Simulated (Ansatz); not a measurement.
## ZnO: from supercell energies to defect levels (Zn interstitial)

Method: Ansatz 0.2.0, DFT PBE, scalar-relativistic, plane waves, PAW. (420 eV cutoff, 2×2×2 k-mesh, shifted by half a step, Gaussian smearing of 0.01 eV, collinear spin in charge +1 alone)

Host crystal, relaxed:

```
Zn O
1.0
     3.27939    0.00000    0.00000
    -1.63970    2.84004    0.00000
     0.00000    0.00000    5.29323
Zn O
2 2
Cartesian
  1.6397 0.9467 2.6498
  0.0000 1.8934 0.0032
  1.6397 0.9467 4.6565
  0.0000 1.8934 2.0099
```

The Zn interstitial was set at (0.000, 0.000, 0.458) of the host cell, in a supercell of 36 sites (444 Å³), relaxed at fixed cell in each charge q, from a start with the atoms near it displaced at random. In charges +2, +1, 0 some atom moved by up to 1.4 Å, so the relaxed defect can differ in kind from the start: near the site, 3 Zn at 1.91 Å, 3 O at 1.94 Å became 3 O at 2.00 Å, 1 Zn at 2.47 Å, 2 Zn at 2.48 Å (charge +2); 1 O at 2.01 Å, 2 O at 2.02 Å, 3 Zn at 2.46 Å (charge +1); 3 O at 2.03 Å, 3 Zn at 2.44 Å (charge 0). The host's Kohn–Sham gap is 0.74 eV and its static dielectric constant 10.9 (mean). For each charge: the supercell's free energy over the neutral one with q electrons exchanged at the valence band top, F(q) − F(0) + qE_v; the image-charge term; and the term that aligns the potential far from the defect with the host's.

| q | F(q) − F(0) + qE_v (eV) | image charge (eV) | alignment (eV) |
| --- | --- | --- | --- |
| +2 | -4.647 | 0.988 | 0.703 |
| +1 | -2.405 | 0.247 | 0.440 |
| 0 | 0.000 | 0.000 | 0.000 |

Question: Add the terms and find the levels between neighbouring charges, ε(q/q′) = [A(q′) − A(q)]/(q − q′), with and without the two corrections.

Answer: A(q): -2.956 eV for +2, -1.718 eV for +1, 0.000 eV for 0.
```tsv
level	corrected (eV over E_v)	uncorrected (eV)
(+2/+1)	1.24	2.24
(+1/0)	1.72	2.41
```

As a check, a point charge in a simple cubic cell of this volume has q²αe²/(2εL) = 0.246 q² eV (e² = 14.40 eV Å, α = 2.837, L = 7.63 Å); the shape of the real cell and the anisotropy of ε can change it somewhat. The term grows as q², so it pushes donor levels down and acceptor levels up.

Question: Which of these charges is lowest with the Fermi level at the valence band top, at mid-gap and at the conduction band bottom?

Answer: The line A(q) + qE_F that lies lowest gives the charge: +2 at E_F = 0.00 eV, +2 at E_F = 0.37 eV, +2 at E_F = 0.74 eV. (+2/+1) and (+1/0) fall outside this Kohn–Sham gap, so the change of charge isn't reached within it; the real gap is usually wider and may hold a localised level, while a level that comes from a carrier in the host's bands only marks the band edge and moves with it. In charge +1 the cell has partly filled levels, from a carrier spread over the host's bands, a defect level that the small cell broadens into a band, or a degenerate defect level, so the levels beside it are doubtful. In charge +1 the extra carrier sits in the host's bands, sampled away from their edge; a term of -0.49 eV would put the level beside it at that edge (it also undoes corrections that don't apply to a spread carrier) and isn't included above. In charge 0 the extra carrier sits in the host's bands, sampled away from their edge; a term of -1.39 eV would put the level beside it at that edge (it also undoes corrections that don't apply to a spread carrier) and isn't included above. Charges beyond those computed could lie lower near the band edges.

Question: The neutral defect forms at 3.21 eV with atoms taken from and returned to the elements. What are the formation energies at those three Fermi levels, and what share of sites would hold the defect at 1200 K with E_F at mid-gap, if the host still stood at that temperature?

Answer: E_f = E_f(0) + A(q) + qE_F = 0.26, 1.00, 1.74 eV. In the dilute limit the share is exp(−E_f/k_BT) = exp(−0.999/0.1034) = 6.4×10⁻⁵, leaving out degeneracy and vibrational entropy. This is the Zn-rich limit; a poorer supply of Zn, or a competing compound of it, raises E_f. The small cell and the narrow Kohn–Sham gap leave errors of tenths of an eV or more, which change the share by orders of magnitude.

The zinc interstitial behaves as a double donor: among the charges computed, +2 lies lowest across the whole Kohn–Sham gap. The chemistry is simple. Interstitial Zn brings two 4s electrons, while the bottom of the ZnO conduction band is itself largely Zn 4s in character, so the electrons can pass to the host and leave a closed-shell 3d¹⁰ ion. The formal levels above the gap therefore shouldn't be read as deep donor states or as a measure of donor binding.

The relaxed distances fit this picture. From +2 to neutral, the nearest O atoms move out only from 2.00 to 2.03 Å and the nearest Zn atoms draw in slightly, as expected if added electrons weakly screen the ion's attraction to O and its repulsion from Zn.

Because the donor is charged, its formation energy rises with the Fermi level, from 0.26 to 1.74 eV across the gap. It is thus more likely to compensate holes in p-type material than to form abundantly in n-type material. Whether it persists after growth depends also on its migration barrier, which isn't computed.
